In a face-centred cubic crystal each atom has twelve nearest neighbours, and an antiferromagnet turns some of them against it. The order with propagation vector 0, 0, 1/2 turns six; the order with 0, 1/2, 1/2 turns eight. If every turned neighbour costs the same energy, the second order should lie 8/6, or 1.33, times as far above the ferromagnet as the first. The r2SCAN energies for gadolinium give 1.23.

Gd in the fcc structure at 34.54 Å³/atom, computed with Ansatz 0.2.0 (scalar-relativistic r2SCAN, plane-wave PAW, cutoff 500 eV, Gaussian smearing 0.05 eV, k mesh 14×14×14, or 14×14×7 in doubled cells). Moments are site projections, u up and d down; propagation vectors are in reciprocal vectors of the primitive cell. Positive pressure means compression.

```
                                                          start  signs  energy above the lowest row (meV/atom)  largest moment (muB)  net moment (muB/atom)  pressure (GPa)
                                                  ferromagnetic      u                                     0.0                  7.68                   7.68             0.0
                                           no spin polarisation   none                                  7978.7                  0.00                   0.00             1.1
  antiferromagnetic, doubled cell, propagation vector 0, 0, 1/2     ud                                    61.8                  7.50                   0.00            -1.6
antiferromagnetic, doubled cell, propagation vector 0, 1/2, 1/2     ud                                    75.9                  7.41                   0.00            -1.6
                                small parallel starting moments      u                                     0.0                  7.68                   7.68             0.0
```

A different reading is tempting. The run without spin polarisation lies almost 8 eV per atom above the ferromagnet, which looks like the energy of magnetic order. The antiferromagnets, with their slightly smaller moments, would then be a short way up the same slope. The simplest such slope is

E(m) = E₀ [1 − (m/m₀)²]

Here m is the largest moment of a row, m₀ that of the ferromagnet and E₀ the energy of the run without spin. The curve meets those two rows by construction, so the antiferromagnets test it. It puts them at about 370 and 550 meV/atom, while the calculation gives 62 and 76. This curve fails by factors of six and seven. The run without spin carries a warning about states outside its symmetry group, so its energy may not be the lowest of its kind; lowering it by a whole electronvolt would still leave both factors above five. But the curve is steepest at the ferromagnet, where an energy minimum should be flat. Squaring the bracket makes it flat there, and the antiferromagnets then come out too low instead, by factors of about four and two. A shape in between could come closer, so fitting curves doesn't settle the matter.

The antiferromagnets themselves show why 8 eV can't be the energy of magnetic order. Like the run without spin they have no net moment, yet they cost less than 1% of its energy. Their atoms still carry more than 7 μB each. They have given up the parallel alignment between atoms, whereas the run without spin has given up the atomic moments themselves.

Atomic theory explains why the second loss is so expensive. In the ferromagnet the 4f shell holds seven electrons of one spin and almost none of the other. Electrons of equal spin keep apart, which lowers their repulsion. A run without spin must fill both spins equally and loses much of this gain inside every atom. That this makes up most of the 8 eV is an argument from theory, not a computed division of the energy.

Two hydrogen atoms far apart show the same two scales. Giving each atom half an electron of either spin costs roughly an electronvolt in common density functionals, while reversing the spin of one whole atom costs almost nothing. For hydrogen the larger cost is an error of these functionals, since a lone electron has no partner of equal spin to avoid. Part of gadolinium's 8 eV may be an error of the same kind. The coupling differs too: hydrogen atoms brought closer prefer opposite spins, while the gadolinium atoms here prefer parallel ones.

For the alignment, a pair model is the natural description. The energy per atom is

E = −½ Σ J s s′

where s and s′ are +1 or −1 for the directions of an atom and its neighbour, J is their coupling, and the half avoids counting pairs twice. Turning one neighbour of every atom therefore costs J per atom. With J₁ for nearest and J₂ for second neighbours, the two orders cost

E(0, 1/2, 1/2) = 8 J₁
E(0, 0, 1/2) = 6 J₁ + 6 J₂

because the second neighbours are all turned in the latter order and all parallel in the former.

The first equation gives J₁ = 75.9/8 = 9.5 meV. Nearest neighbours alone then put the other antiferromagnet at 6 × 9.5 = 57 meV/atom, 8% below its computed energy. That row had no part in setting J₁, so the comparison is a real, if single, test. A J₂ of 0.8 meV closes the gap, but two constants always reproduce two energies. Third neighbours are turned in the same proportion as the nearest ones, 16 to 12, so the J₁ found here may include their coupling too.

A third explanation looks at the valence electrons. The moments in the table are projections on the atomic sites and miss part of the valence spin: the whole cell of the ferromagnet has a net moment of 8.09 μB, not 7.68. The polarisation is therefore taken here from the magnetisation of the whole cell, summed without regard to sign. If the 4f shell keeps 7 μB in every order, an assumption for the antiferromagnets, the remaining polarisation falls from 1.09 μB per atom in the ferromagnet to 0.73 and 0.57. Part of this fall may be mere cancellation where the spin densities of opposed neighbours overlap. An energy that follows the square of this polarisation gives the same ratio, 1.33, as counting neighbours. A linear law would give 1.46, so this agreement rests on the chosen power. The numbers can't choose between the two, and theory suggests they needn't compete: the 4f moments polarise the 5d electrons, which link neighbouring atoms. Opposed neighbours would then weaken the very polarisation that couples them, so J would be only approximately constant.

For a temperature scale, the choice of reference matters. Hot, paramagnetic gadolinium is expected to keep its atomic moments and to scramble mainly their directions, which in the pair model costs 6 J₁ + 3 J₂, or 59 meV/atom. Simple mean-field theory for classical moments, free to point in any direction, takes two thirds of this as the thermal energy at the ordering temperature and arrives at about 460 K. That is a scale rather than a prediction, also because r2SCAN tends to exaggerate the magnetism of metals such as iron and may do so here. The same formula applied to the run without spin gives about 62 000 K.

For atoms with such robust moments, ordering energies should therefore come from states that keep them, and the final moments should be checked. The antiferromagnets here are held at the ferromagnet's volume, and their negative pressure shows that they would contract. With a rough, recalled bulk modulus of 38 GPa, each would gain about 7 meV/atom, which leaves the ferromagnet lowest among the states tried. The start from small parallel moments ended in this same ferromagnet, and no stability check was made on the spin-polarised runs. The output below compares the quadratic curve, the pair model and the valence polarisation with the two antiferromagnetic energies.

Numerical output:

```
L-point antiferromagnet, share of the energy of the run without spin (%): 0.7746
X-point antiferromagnet, share of the energy of the run without spin (%): 0.9513
One common curve of energy against moment:
                                                              row  site moment muB  curve meV/atom  computed meV/atom
                                                    ferromagnetic             7.68               0                  0
                                             no spin polarisation                0            7979               7979
    antiferromagnetic, doubled cell, propagation vector 0, 0, 1/2              7.5           369.6               61.8
  antiferromagnetic, doubled cell, propagation vector 0, 1/2, 1/2             7.41           551.1               75.9
                                  small parallel starting moments             7.68               0                  0
common curve over computed energy, L-point order: 5.981
common curve over computed energy, X-point order: 7.261
nearest-neighbour coupling J1 (meV): 9.488
L-point energy predicted from X-point energy by nearest neighbours alone (meV/atom): 56.93
miss of that prediction, predicted less computed (meV/atom): -4.875
miss of that prediction (%): -7.888
second-neighbour coupling J2 that closes the gap exactly (meV): 0.8125
valence polarisation, ferromagnet (muB/atom): 1.091
valence polarisation, L-point order (muB/atom): 0.7317
valence polarisation, X-point order (muB/atom): 0.5662
computed energy ratio, X-point over L-point: 1.228
ratio expected from nearest-neighbour count: 1.333
ratio expected from lost valence polarisation, linear: 1.46
ratio expected from lost valence polarisation, quadratic: 1.328
rough gain if the L-point antiferromagnet could contract (meV/atom): 7.262
rough gain if the X-point antiferromagnet could contract (meV/atom): 7.262
energy ratio after this rough correction: 1.259
energy of random directions from J1 and J2 (meV/atom): 59.36
mean-field ordering temperature from J1 and J2 (K): 459.2
same formula misapplied to the run without spin (K): 61726
```
